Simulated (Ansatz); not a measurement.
WS2, 3 atoms in the cell. The cell holds a slab with vacuum, 3 atoms: a = 3.184 Å, b = 3.184 Å, c = 16.951 Å, α = 90.00°, β = 90.00°, γ = 120.00°. 

| Quantity | Value |
| --- | --- |
| Program | Ansatz 0.2.0 |
| Task | relaxation of cell and atoms |
| Functional | HSE06 |
| Potentials or basis | Ansatz PAW |
| Cutoff | 420 eV (not typed: the program's choice for these potentials) |
| k mesh | 6 × 6 × 2 |
| Occupations | fermi-dirac, width 0.05 eV |
| Spin | no spin polarisation |

Hardware: 1 × NVIDIA H100 80GB HBM3 with 2 threads of AMD EPYC 7R13 Processor (Zen 3), with other jobs on the host.

Problem. How long does it take, and how much memory?

Solution. Run time: 56 s on 1 × NVIDIA H100 80GB HBM3 with 2 threads of AMD EPYC 7R13 Processor (Zen 3), with other jobs on the host, peak memory 2.6 GiB. Counts: scf iterations 67, plane waves 2841, k points 14, bands 17, ion steps 4.
